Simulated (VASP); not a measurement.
# NCClH2 in VASP: reference runs

Reference runs on NCClH2: the cell as given.

Everything below comes from runs of VASP 6.6.1. Logs are shortened: lines on timing, memory, paths and dates and some standing lists are left out, and cuts for length are marked.

**1. The molecule as given**

The cell holds a molecule in a box, 5 atoms: a = 12.000 Å, b = 11.000 Å, c = 11.000 Å, α = 90.00°, β = 90.00°, γ = 90.00°.

**2. Single point, PBE**

File INCAR:

```
  PREC = Accurate
  ENCUT = 520
  EDIFF = 1E-7
  ISMEAR = 0
  SIGMA = 0.01
  LREAL = F
  LASPH = T
  NELM = 100
  ALGO = Normal
  ISIF = 2
  LWAVE = F
  LCHARG = T
  GGA = PE
  LELF = T
  LVHAR = T
  LVACPOTAV = T
  NBANDS = 17
```

File KPOINTS:

```
regular mesh
0
Gamma
  1 1 1
```

File POSCAR:

```
H2CNCl
1.0
   12.0000000000      0.0000000000      0.0000000000
    0.0000000000     11.0000000000      0.0000000000
    0.0000000000      0.0000000000     11.0000000000
N C Cl H
1 1 1 2
Direct
    0.4334958300      0.4283136400      0.4688090900
    0.5164708300      0.4878227300      0.5023363600
    0.6224875000      0.4199590900      0.5843727300
    0.3796791700      0.4823863600      0.4218090900
    0.5340041700      0.5838590900      0.4866818200
```

Potentials or basis: VASP PAW PBE potentials, release 64 (N, C, Cl, H).

Launch:

```sh
cat potpaw_PBE.64/N/POTCAR potpaw_PBE.64/C/POTCAR potpaw_PBE.64/Cl/POTCAR potpaw_PBE.64/H/POTCAR > POTCAR
mpirun -np 1 vasp_gam > vasp.out
```

OUTCAR:

```text
PREC = Accurate
   ENCUT = 520
   EDIFF = 1E-7
   ISMEAR = 0
   LREAL = F
   LASPH = T
   NELM = 100
   ISIF = 2
   GGA = PE

 ion  position               nearest neighbor table
   1  0.433  0.428  0.469-   4 1.02   2 1.25
   2  0.516  0.488  0.502-   5 1.09   1 1.25   3 1.73
   3  0.622  0.420  0.584-   2 1.73
   4  0.380  0.482  0.422-   1 1.02
   5  0.534  0.584  0.487-   2 1.09

  LATTYP: Found a simple tetragonal cell.
 ALAT       =    11.0000000000
 C/A-ratio  =     1.0909090909

  Lattice vectors:

 A1 = (   0.0000000000,  11.0000000000,   0.0000000000)
 A2 = (   0.0000000000,   0.0000000000,  11.0000000000)
 A3 = (  12.0000000000,   0.0000000000,   0.0000000000)

Analysis of symmetry for initial positions (statically):
=====================================================================
 Subroutine PRICEL returns:
 Original cell was already a primitive cell.

 Routine SETGRP: Setting up the symmetry group for a
 simple tetragonal supercell.

 Subroutine GETGRP returns: Found  1 space group operations
 (whereof  1 operations were pure point group operations)
 out of a pool of 16 trial point group operations.

The static configuration has the point symmetry C_1 .

Analysis of symmetry for dynamics (positions and initial velocities):
=====================================================================
 Subroutine PRICEL returns:
 Original cell was already a primitive cell.

 Routine SETGRP: Setting up the symmetry group for a
 simple tetragonal supercell.

 Subroutine GETGRP returns: Found  1 space group operations
 (whereof  1 operations were pure point group operations)
 out of a pool of 16 trial point group operations.

The dynamic configuration has the point symmetry C_1 .

 Subroutine INISYM returns: Found  1 space group operations
 (whereof  1 operations are pure point group operations),
 and found     1 'primitive' translations

----------------------------------------------------------------------------------------

                                     Primitive cell

  volume of cell :    1452.0000

  direct lattice vectors                    reciprocal lattice vectors
    12.000000000  0.000000000  0.000000000     0.083333333  0.000000000  0.000000000
[... 67 lines left out ...]
   NELM   =    100;   NELMIN=  2; NELMDL= -5     # of ELM steps
   EDIFF  = 0.1E-06   stopping-criterion for ELM
   LREAL  =      F    real-space projection
   EDIFFG = 0.1E-05   stopping-criterion for IOM
   NSW    =      0    number of steps for IOM
   IBRION =     -1    ionic relax: 0-MD 1-quasi-New 2-CG
   NFREE  =      0    steps in history (QN), initial steepest desc. (CG)
   ISIF   =      2    stress and relaxation
   ISYM   =      2    0-nonsym 1-usesym 2-fastsym
   POTIM  = 0.5000    time-step for ionic-motion
   TEBEG  =    0.0;   TEEND  =   0.0 temperature during run
   PSTRESS=    0.0 pullay stress
   NELECT =      18.0000    total number of electrons
   NUPDOWN=      -1.0000    fix difference up-down
   EMIN   =  10.00;   EMAX   =-10.00  energy-range for DOS
   EFERMI =   0.00;   METHOD = LEGACY
   ISMEAR =     0;   SIGMA  =   0.01  broadening in eV -4-tet -1-fermi 0-gaus
   EFERMI_NEDOS =   21; number of points for ismear=-14 and -15
   IALGO  =     38    algorithm
   IMIX   =      4    mixing-type and parameters
     AMIX     =   0.40;   BMIX     =  1.00
     AMIX_MAG =   1.60;   BMIX_MAG =  1.00
  volume/ion in A,a.u.               =     290.40      1959.72
  Fermi-wavevector in a.u.,A,eV,Ry     =   0.378887  0.715993  1.953193  0.143556
  Thomas-Fermi vector in A             =   1.312529
   LORBIT       =      0    0 simple, 1 ext, 2 COOP (PROOUT), +10 PAW based schemes
   GGA     = PE    functional components
   LHFCALC =     F    Hartree Fock is set to
   AEXX    =    0.0000 exact exchange contribution
   IVDW    =     0    specifies the selected vdW correction
   LEPSILON=     F    determine dielectric tensor
   LRPA    =     F    only Hartree local field effects (RPA)
 non-spin polarized calculation
 Gauss-broadening in eV      SIGMA  =   0.01
  energy-cutoff  :      520.00
  volume of cell :     1452.00
 maximum number of plane-waves:     19579
 NGX is ok and might be reduce to    90
   NGX = 45   NGY = 41   NGZ = 41

 number of electron      17.9999997 magnetization

 Free energy of the ion-electron system (eV)
  ---------------------------------------------------
  ext. energy  EPLUGINS =         0.00000000
  ---------------------------------------------------
  free energy    TOTEN  =       -26.27157777 eV

  energy without entropy =      -26.27157777  energy(sigma->0) =      -26.27157777

 E-fermi :  -6.6994     XC(G=0):  -0.7633

 val. band max:       -6.8199636498   @ k =   0.0000   0.0000   0.0000
 cond. band min:      -1.7155351671   @ k =   0.0000   0.0000   0.0000
 fundamental gap:      5.1044284827
 Fermi energy:        -6.6993782957

 k-point     1 :       0.0000    0.0000    0.0000
  band No.  band energies     occupation
      1     -23.5996      2.00000
      2     -21.0437      2.00000
      3     -14.8953      2.00000
      4     -13.1952      2.00000
      5     -10.8520      2.00000
      6      -9.6752      2.00000
[... 9 lines left out ...]
     16       0.9629      0.00000
     17       1.1158      0.00000

------------------------ aborting loop because EDIFF is reached ----------------------------------------

  FORCE on cell =-STRESS in cart. coord.  units (eV):
  Direction    XX          YY          ZZ          XY          YZ          ZX
  --------------------------------------------------------------------------------------
  -------------------------------------------------------------------------------------
  Total        1.2679689      0.6666569      0.3012395      0.3109048     -0.0347340      0.6464284
  in kB        1.3991123      0.7356078      0.3323960      0.3430610     -0.0383264      0.7132871
  external PRESSURE =       0.8223720 kB  Pullay stress =       0.0000000 kB

 VOLUME and BASIS-vectors are now :
 -----------------------------------------------------------------------------
  energy-cutoff  :      520.00
  volume of cell :     1452.00
      direct lattice vectors                 reciprocal lattice vectors
    12.000000000  0.000000000  0.000000000     0.083333333  0.000000000  0.000000000
     0.000000000 11.000000000  0.000000000     0.000000000  0.090909091  0.000000000
     0.000000000  0.000000000 11.000000000     0.000000000  0.000000000  0.090909091

 POSITION                                       TOTAL-FORCE (eV/Angst)
 -----------------------------------------------------------------------------------
      5.20195      4.71145      5.15690        -0.601014     -0.648621     -0.153962
      6.19765      5.36605      5.52570         0.559315      0.371306      0.205830
      7.46985      4.61955      6.42810         0.228694     -0.110866      0.156103
      4.55615      5.30625      4.63990        -0.258680      0.146603     -0.182022
      6.40805      6.42245      5.35350         0.071684      0.241578     -0.025949
 -----------------------------------------------------------------------------------
    total drift:                                0.000247     -0.000300      0.000189

  FREE ENERGIE OF THE ION-ELECTRON SYSTEM (eV)
  ---------------------------------------------------
  free  energy   TOTEN  =       -26.2715777663 eV

  energy  without entropy=      -26.2715777663  energy(sigma->0) =      -26.27157777
```

Wall time 97 s (1 thread of Intel Xeon Platinum 8488C (Sapphire Rapids), shared host); peak memory 1.1 GiB.

Results:

| Property | Result |
| --- | --- |
| Free energy | -26.2716 eV |
| Largest force | 0.898 eV/Å |
| Gap between the frontier levels | 5.10 eV |

Forces on the atoms (eV/Å):
```
N   -0.601 -0.649 -0.154
C    0.559  0.371  0.206
Cl   0.229 -0.111  0.156
H   -0.259  0.147 -0.182
H    0.072  0.242 -0.026
```

Levels at points of the mesh, in eV from the valence-band top:
| k point | band 5 | band 6 | band 7 | band 8 | band 9 | band 10 | band 11 | band 12 | band 13 | band 14 |
| --- | --- | --- | --- | --- | --- | --- | --- | --- | --- | --- |
| (0.00, 0.00, 0.00) | -4.03 | -2.86 | -0.80 | -0.47 | 0.00 | 5.10 | 6.31 | 6.61 | 7.20 | 7.54 |

Caveat: the standard files for N, O and F lose accuracy on very short bonds.
